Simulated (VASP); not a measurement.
# Ge (Fd-3m) in VASP: a series of runs

One crystal, Ge, is run at these levels: PBEsol+rVV10, RPBE+D3; tasks: relaxation of cell and atoms.

All numbers are computed with VASP 6.6.1; they aren't measurements. Logs are shortened: lines on timing, memory, paths and dates and some standing lists are left out, and cuts for length are marked.

## Step 1: The crystal as given

The structure is cubic, space group Fd-3m (No. 227). The conventional cell has a = 5.658 Å, b = 5.658 Å, c = 5.658 Å, α = 90.00°, β = 90.00°, γ = 90.00°. Ge (site symmetry -43m) has 4 Ge at 2.45 Å as nearest neighbours.

## Step 2: Relaxation of cell and atoms, PBEsol+rVV10

Contents of INCAR:

```
SYSTEM = Ge
ALGO = Normal ; BPARAM = 20.0
CPARAM = 0.0093 ; EDIFF = 1E-7
EDIFFG = -0.005 ; ENCUT = 600
GGA = PS ; IBRION = 2
ISIF = 3 ; ISMEAR = -1
IVDW_NL = 2 ; LASPH = .TRUE.
LCHARG = .FALSE. ; LREAL = .FALSE.
LUSE_VDW = .TRUE. ; LWAVE = .FALSE.
NELM = 80 ; NSW = 40
PREC = Accurate ; SIGMA = 0.05
```

Contents of KPOINTS:

```
k-points
0
G
  8 8 8
  0 0 0
```

Contents of POSCAR:

```
Ge
1.0
    0.0000000000      2.8289100000      2.8289100000
    2.8289100000      0.0000000000      2.8289100000
    2.8289100000      2.8289100000      0.0000000000
Ge
2
Direct
    0.7500000000      0.7500000000      0.7500000000
    0.5000000000      0.5000000000      0.5000000000
```

Potentials or basis: VASP PAW PBE potentials, release 64 (Ge_d).

The run is started by

```bash
> cat potpaw_PBE.64/Ge_d/POTCAR > POTCAR
> mpirun -np 1 vasp_std > vasp.out
```

OUTCAR:

```text
SYSTEM = Ge
   BPARAM = 20.0
   EDIFF = 1E-7
   EDIFFG = -0.005
   ENCUT = 600
   GGA = PS
   IBRION = 2
   ISIF = 3
   ISMEAR = -1
   IVDW_NL = 2
   LASPH = .TRUE.
   LREAL = .FALSE.
   NELM = 80
   NSW = 40
   PREC = Accurate

 ion  position               nearest neighbor table
   1  0.750  0.750  0.750-   2 2.45   2 2.45   2 2.45   2 2.45
   2  0.500  0.500  0.500-   1 2.45   1 2.45   1 2.45   1 2.45

  LATTYP: Found a face centered cubic cell.
 ALAT       =     5.6578200000

  Lattice vectors:

 A1 = (   0.0000000000,   2.8289100000,   2.8289100000)
 A2 = (   2.8289100000,   0.0000000000,   2.8289100000)
 A3 = (   2.8289100000,   2.8289100000,   0.0000000000)

Analysis of symmetry for initial positions (statically):
=====================================================================
 Subroutine PRICEL returns:
 Original cell was already a primitive cell.

 Routine SETGRP: Setting up the symmetry group for a
 face centered cubic supercell.

 Subroutine GETGRP returns: Found 48 space group operations
 (whereof 24 operations were pure point group operations)
 out of a pool of 48 trial point group operations.

The static configuration has the point symmetry T_d .
 The point group associated with its full space group is O_h .

Analysis of symmetry for dynamics (positions and initial velocities):
=====================================================================
 Subroutine PRICEL returns:
 Original cell was already a primitive cell.

 Routine SETGRP: Setting up the symmetry group for a
 face centered cubic supercell.

 Subroutine GETGRP returns: Found 48 space group operations
 (whereof 24 operations were pure point group operations)
 out of a pool of 48 trial point group operations.

The dynamic configuration has the point symmetry T_d .
 The point group associated with its full space group is O_h .

 Subroutine INISYM returns: Found 48 space group operations
 (whereof 24 operations are pure point group operations),
 and found     1 'primitive' translations

----------------------------------------------------------------------------------------

                                     Primitive cell

  volume of cell :      45.2780

  direct lattice vectors                    reciprocal lattice vectors
     0.000000000  2.828910000  2.828910000    -0.176746521  0.176746521  0.176746521
     2.828910000  0.000000000  2.828910000     0.176746521 -0.176746521  0.176746521
     2.828910000  2.828910000  0.000000000     0.176746521  0.176746521 -0.176746521

  length of vectors
     4.000682889  4.000682889  4.000682889     0.306133954  0.306133954  0.306133954

  position of ions in fractional coordinates (direct lattice)
     0.750000000  0.750000000  0.750000000
     0.500000000  0.500000000  0.500000000

  ion indices of the primitive-cell ions
   primitive index   ion index
                 1           1
                 2           2

----------------------------------------------------------------------------------------

 KPOINTS: k-points

Automatic generation of k-mesh.
 Grid dimensions read from file:
 generate k-points for:    8    8    8

 Generating k-lattice:

  Cartesian coordinates                     Fractional coordinates (reciprocal lattice)
    -0.022093315  0.022093315  0.022093315     0.125000000  0.000000000  0.000000000
     0.022093315 -0.022093315  0.022093315     0.000000000  0.125000000  0.000000000
     0.022093315  0.022093315 -0.022093315     0.000000000  0.000000000  0.125000000

  Length of vectors
     0.038266744  0.038266744  0.038266744

  Shift w.r.t. Gamma in fractional coordinates (k-lattice)
     0.000000000  0.000000000  0.000000000

[... 51 lines left out ...]
   LREAL  =      F    real-space projection
   EDIFFG = -.5E-02   stopping-criterion for IOM
   NSW    =     40    number of steps for IOM
   IBRION =      2    ionic relax: 0-MD 1-quasi-New 2-CG
   NFREE  =      1    steps in history (QN), initial steepest desc. (CG)
   ISIF   =      3    stress and relaxation
   ISYM   =      2    0-nonsym 1-usesym 2-fastsym
   POTIM  = 0.5000    time-step for ionic-motion
   TEBEG  =    0.0;   TEEND  =   0.0 temperature during run
   PSTRESS=    0.0 pullay stress
   NELECT =      28.0000    total number of electrons
   NUPDOWN=      -1.0000    fix difference up-down
   EMIN   =  10.00;   EMAX   =-10.00  energy-range for DOS
   EFERMI =   0.00;   METHOD = LEGACY
   ISMEAR =    -1;   SIGMA  =   0.05  broadening in eV -4-tet -1-fermi 0-gaus
   EFERMI_NEDOS =   21; number of points for ismear=-14 and -15
   IALGO  =     38    algorithm
   IMIX   =      4    mixing-type and parameters
     AMIX     =   0.40;   BMIX     =  1.00
     AMIX_MAG =   1.60;   BMIX_MAG =  1.00
  volume/ion in A,a.u.               =      22.64       152.78
  Fermi-wavevector in a.u.,A,eV,Ry     =   1.394756  2.635708 26.468033  1.945346
  Thomas-Fermi vector in A             =   2.518275
   LORBIT       =      0    0 simple, 1 ext, 2 COOP (PROOUT), +10 PAW based schemes
   GGA     = PS    functional components
   LHFCALC =     F    Hartree Fock is set to
   AEXX    =    0.0000 exact exchange contribution
   IVDW_NL    =     2    kernel type
   BPARAM     =20.0000
   IVDW    =     0    specifies the selected vdW correction
   LEPSILON=     F    determine dielectric tensor
   LRPA    =     F    only Hartree local field effects (RPA)
 conjugate gradient relaxation of ions
 non-spin polarized calculation
  energy-cutoff  :      600.00
  volume of cell :       45.28
 maximum number of plane-waves:      1540
   NGX = 15   NGY = 15   NGZ = 15

--------------------------------------- Ionic step        1  -------------------------------------------

 number of electron      28.0000013 magnetization

 Free energy of the ion-electron system (eV)
  ---------------------------------------------------
  ext. energy  EPLUGINS =         0.00000000
  ---------------------------------------------------
  free energy    TOTEN  =        -9.47253669 eV

  energy without entropy =       -9.47157996  energy(sigma->0) =       -9.47205832

------------------------ aborting loop because EDIFF is reached ----------------------------------------

  FORCE on cell =-STRESS in cart. coord.  units (eV):
  Direction    XX          YY          ZZ          XY          YZ          ZX
  --------------------------------------------------------------------------------------
  -------------------------------------------------------------------------------------
  Total        0.0459116      0.0459116      0.0459116      0.0000000      0.0000000      0.0000000
  in kB        1.6245986      1.6245986      1.6245986      0.0000000      0.0000000      0.0000000
  external PRESSURE =       1.6245986 kB  Pullay stress =       0.0000000 kB

 VOLUME and BASIS-vectors are now :
 -----------------------------------------------------------------------------
  energy-cutoff  :      600.00
  volume of cell :       45.28
      direct lattice vectors                 reciprocal lattice vectors
     0.000000000  2.828910000  2.828910000    -0.176746521  0.176746521  0.176746521
     2.828910000  0.000000000  2.828910000     0.176746521 -0.176746521  0.176746521
     2.828910000  2.828910000  0.000000000     0.176746521  0.176746521 -0.176746521

 POSITION                                       TOTAL-FORCE (eV/Angst)
 -----------------------------------------------------------------------------------
      4.24336      4.24336      4.24336         0.000000     -0.000000     -0.000000
      2.82891      2.82891      2.82891        -0.000000      0.000000      0.000000
 -----------------------------------------------------------------------------------
    total drift:                               -0.000000     -0.000000      0.000000

  FREE ENERGIE OF THE ION-ELECTRON SYSTEM (eV)
  ---------------------------------------------------
  free  energy   TOTEN  =        -9.4725366913 eV

  energy  without entropy=       -9.4715799581  energy(sigma->0) =       -9.47205832

--------------------------------------- Ionic step        2  -------------------------------------------

 number of electron      28.0000016 magnetization

 Free energy of the ion-electron system (eV)
  ---------------------------------------------------
  ext. energy  EPLUGINS =         0.00000000
  ---------------------------------------------------
  free energy    TOTEN  =        -9.47260904 eV

  energy without entropy =       -9.47164336  energy(sigma->0) =       -9.47212620

 E-fermi :   4.8351     XC(G=0): -10.1381

 val. band max:        4.8243678414   @ k =   0.0000   0.0000   0.0000
 cond. band min:       4.9266826295   @ k =   0.5000   0.0000   0.0000
 fundamental gap:      0.1023147881
 Fermi energy:         4.8350623174

 k-point     1 :       0.0000    0.0000    0.0000
  band No.  band energies     occupation
      1     -19.9273      2.00000
      2     -19.9273      2.00000
      3     -19.9273      2.00000
      4     -19.8910      2.00000
      5     -19.8910      2.00000
      6     -19.6806      2.00000
[... 481 lines left out ...]
      5     -19.8152      2.00000
      6     -19.7606      2.00000
[... 10 lines left out ...]
     17      10.5762      0.00000
     18      11.6957      0.00000

 [... further k-points ...]

------------------------ aborting loop because EDIFF is reached ----------------------------------------

  FORCE on cell =-STRESS in cart. coord.  units (eV):
  Direction    XX          YY          ZZ          XY          YZ          ZX
  --------------------------------------------------------------------------------------
  -------------------------------------------------------------------------------------
  Total        0.0000519      0.0000519      0.0000519      0.0000000     -0.0000000      0.0000000
  in kB        0.0018296      0.0018296      0.0018296      0.0000000     -0.0000000      0.0000000
  external PRESSURE =       0.0018296 kB  Pullay stress =       0.0000000 kB

 VOLUME and BASIS-vectors are now :
 -----------------------------------------------------------------------------
  energy-cutoff  :      600.00
  volume of cell :       45.43
      direct lattice vectors                 reciprocal lattice vectors
     0.000000000  2.832042876  2.832042876    -0.176550999  0.176550999  0.176550999
     2.832042876  0.000000000  2.832042876     0.176550999 -0.176550999  0.176550999
     2.832042876  2.832042876  0.000000000     0.176550999  0.176550999 -0.176550999

 POSITION                                       TOTAL-FORCE (eV/Angst)
 -----------------------------------------------------------------------------------
      4.24806      4.24806      4.24806        -0.000000      0.000000     -0.000000
      2.83204      2.83204      2.83204         0.000000     -0.000000      0.000000
 -----------------------------------------------------------------------------------
    total drift:                               -0.000000     -0.000000      0.000000

  FREE ENERGIE OF THE ION-ELECTRON SYSTEM (eV)
  ---------------------------------------------------
  free  energy   TOTEN  =        -9.4726090428 eV

  energy  without entropy=       -9.4716433630  energy(sigma->0) =       -9.47212620

 reached required accuracy - stopping structural energy minimisation
```

Wall time 2 min (1 thread of Intel Xeon Platinum 8259CL at 2.50GHz (Skylake/Cascade Lake), shared host); peak memory 0.31 GiB.

Results:

```
Free energy                            : -9.4726 eV
Relaxed volume                         : 22.71 Å³/atom
Relaxed cell                           : a = 4.005 Å, b = 4.005 Å, c = 4.005 Å, α = 60.00°, β = 60.00°, γ = 60.00°
Space group after relaxing (to 0.05 Å) : Fd-3m (No. 227)
Energy gained by relaxing              : 0.0 meV/atom
Ionic steps                            : 2
Pressure after relaxing                : 0.0 GPa
Band gap on the k mesh                 : none (metal or under the smearing width)
```

Final structure:
```yaml
crystal:
  lattice:
    - [0.00000, 2.83204, 2.83204]
    - [2.83204, 0.00000, 2.83204]
    - [2.83204, 2.83204, 0.00000]
  atoms:
    - { symbol: Ge, position: [0.75000, 0.75000, 0.75000] }
    - { symbol: Ge, position: [0.50000, 0.50000, 0.50000] }
```

Levels at points of the mesh, in eV from the Fermi level:
| k point | band 11 | band 12 | band 13 | band 14 | band 15 | band 16 | band 17 | band 18 |
| --- | --- | --- | --- | --- | --- | --- | --- | --- |
| (0.00, 0.00, 0.00) | -12.79 | -0.05 | -0.01 | -0.01 | -0.01 | 2.51 | 2.51 | 2.51 |
| (0.50, 0.00, 0.00) | -10.69 | -7.63 | -1.42 | -1.42 | 0.09 | 3.69 | 3.69 | 6.91 |
| (0.50, 0.50, 0.00) | -8.90 | -8.90 | -3.09 | -3.09 | 0.64 | 0.64 | 9.45 | 9.45 |

Caveat: the PAW data sets were made with another functional, which shifts forces and pressure a little; pairwise dispersion overbinds metals, which lowers pressure and volume; this crystal is a semiconductor, whose small gap the functional closes, so the metal is an error of the method.

## Step 3: Relaxation of cell and atoms, RPBE+D3

Contents of INCAR:

```
PREC = Accurate ; ENCUT = 600
EDIFF = 1E-7 ; ISMEAR = -1
SIGMA = 0.05 ; LREAL = False
LASPH = True ; NELM = 80
ALGO = Normal ; ISIF = 3
LWAVE = False ; LCHARG = False
GGA = RP ; IVDW = 11
IBRION = 2 ; NSW = 60
EDIFFG = -0.005
```

Contents of KPOINTS:

```
Automatic mesh
0
Gamma
  8 8 8
```

POSCAR is that of step 2.

Potentials or basis: VASP PAW PBE potentials, release 64 (Ge_d).

The run is started by

```bash
> cat potpaw_PBE.64/Ge_d/POTCAR > POTCAR
> mpirun -np 1 vasp_std > vasp.out
```

It took 47 s on 1 thread of Intel Xeon Platinum 8259CL at 2.50GHz (Skylake/Cascade Lake), shared host; peak memory 0.2 GiB.

It converged, with:

```yaml
Free_energy: -8.9142 eV
Relaxed_volume: 23.80 Å³/atom
Relaxed_cell: a = 4.068 Å, b = 4.068 Å, c = 4.068 Å, α = 60.00°, β = 60.00°, γ = 60.00°
Space_group_after_relaxing_to_0.05_Å: Fd-3m (No. 227)
Energy_gained_by_relaxing: 11.6 meV/atom
Ionic_steps: 3
Pressure_after_relaxing: 0.0 GPa
Band_gap_on_the_k_mesh: none (metal or under the smearing width)
Dispersion_energy_per_atom: -0.282 eV
```

Step by step:
| step | energy change (eV) | largest force (eV/Å) | pressure (GPa) | volume (Å³) |
| --- | --- | --- | --- | --- |
| 1 | 0.0000 | 0.0000 | 3.37 | 45.28 |
| 2 | -0.0204 | 0.0000 | -1.01 | 48.47 |
| 3 | -0.0232 | 0.0000 | -0.01 | 47.60 |

Final structure:
```
Ge
1.0
     0.00000    2.87646    2.87646
     2.87646    0.00000    2.87646
     2.87646    2.87646    0.00000
Ge
2
Cartesian
  4.3147 4.3147 4.3147
  2.8765 2.8765 2.8765
```

Levels at points of the mesh, in eV from the Fermi level:
```
           k point  band 11  band 12  band 13  band 14  band 15  band 16  band 17  band 18
(0.00, 0.00, 0.00)   -12.37    -0.31    -0.01    -0.01    -0.01     2.54     2.54     2.54
(0.50, 0.00, 0.00)   -10.41    -7.35    -1.34    -1.34     0.12     3.73     3.73     7.26
(0.50, 0.50, 0.00)    -8.68    -8.68    -2.91    -2.91     0.89     0.89     9.15     9.15
```

Caveat: the PAW data sets were made with another functional, which shifts forces and pressure a little; pairwise dispersion overbinds metals, which lowers pressure and volume; this crystal is a semiconductor, whose small gap the functional closes, so the metal is an error of the method.

## Step 4: For comparison

An earlier run on the cell as given: functional PBEsol; potentials or basis VASP PAW PBE potentials, release 64 (Ge_d); cutoff 520 eV; k mesh 8 × 8 × 8; occupations fermi-dirac, width 0.05 eV; no spin polarisation.

- Pressure: 0.5 GPa
- Band gap on the k mesh: none (metal or under the smearing width)

## Step 5: Overview

| task | level | cell | cutoff (eV) | ladder | gap on the mesh (eV) | pressure (GPa) | relaxed volume (Å³/atom) |
| --- | --- | --- | --- | --- | --- | --- | --- |
| relaxation of cell and atoms | PBEsol+rVV10 | relaxed | 600 | - | none | 0.0 | 22.71 |
| relaxation of cell and atoms | RPBE+D3 | relaxed | 600 | - | none | 0.0 | 23.80 |
| single point | PBEsol | as given | 520 | free | none | 0.5 | - |

Alike in all rows: potentials or basis VASP PAW PBE potentials, release 64 (Ge_d); no spin polarisation; k mesh 8 × 8 × 8; smearing fermi-dirac 0.05 eV.

Caveats: the PAW data sets were made with another functional, which shifts forces and pressure a little; this crystal is a semiconductor, whose small gap the functional closes, so the metal is an error of the method; pairwise dispersion overbinds metals, which lowers pressure and volume (some runs).

Absolute energies hang on the potentials; compare differences alone.

## Step 6: How close it comes

Step 2. The cell as given is a measured one (22.64 Å³/atom); PBEsol+rVV10 puts the equilibrium volume +0.3 % from it, thermal expansion not counted.

Step 3. The cell as given is a measured one (22.64 Å³/atom); RPBE+D3 puts the equilibrium volume +5.1 % from it, thermal expansion not counted.
